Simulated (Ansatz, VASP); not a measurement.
## Cu in VASP and in Ansatz

```xyz
2
Lattice="-2.2083 2.2083 1.2047 2.2083 -2.2083 1.2047 2.2083 2.2083 -1.2047" Properties=species:S:1:pos:R:3 pbc="T T T"
Cu    0.0000    0.0000    0.0000
Cu    0.0000    2.2083    0.6023
```

Alike in both runs: task relaxation of cell and atoms; functional PBEsol; k mesh 8 × 8 × 8; occupations gaussian, width 0.1 eV; no spin polarisation.

|  | VASP | Ansatz |
| --- | --- | --- |
| version | VASP 6.6.1 | Ansatz 0.2.0 |
| potentials or method | VASP PAW PBE potentials, release 64 (Cu) | scalar-relativistic, plane waves, PAW |
| plane-wave cutoff (eV) | 600 | 420 |
| valence electrons in the cell | 22 | 38 |

Ansatz gave:

```
gap on the k mesh at the Fermi level, each at its own relaxed structure (eV) : none
relaxed volume (Å³/atom)                                                     : 12.44
relaxed cell length with the largest relative difference (Å)                 : 3.442
energy change over the relaxation (meV/atom)                                 : -32
```

Q: What did VASP give for the same quantities?

A: gap on the k mesh at the Fermi level, each at its own relaxed structure (eV): none; relaxed volume (Å³/atom): 12.50; relaxed cell length with the largest relative difference (Å): 3.450; energy change over the relaxation (meV/atom): -35.

A gap of «none» marks a metal or a gap that the smearing closes. The two sets of potentials don't hold the same shells in valence.

Caveats: the k mesh is coarse (spacing up to 0.37 Å⁻¹), so the values aren't converged; the PAW data sets were made with another functional, which shifts forces and pressure a little (VASP).
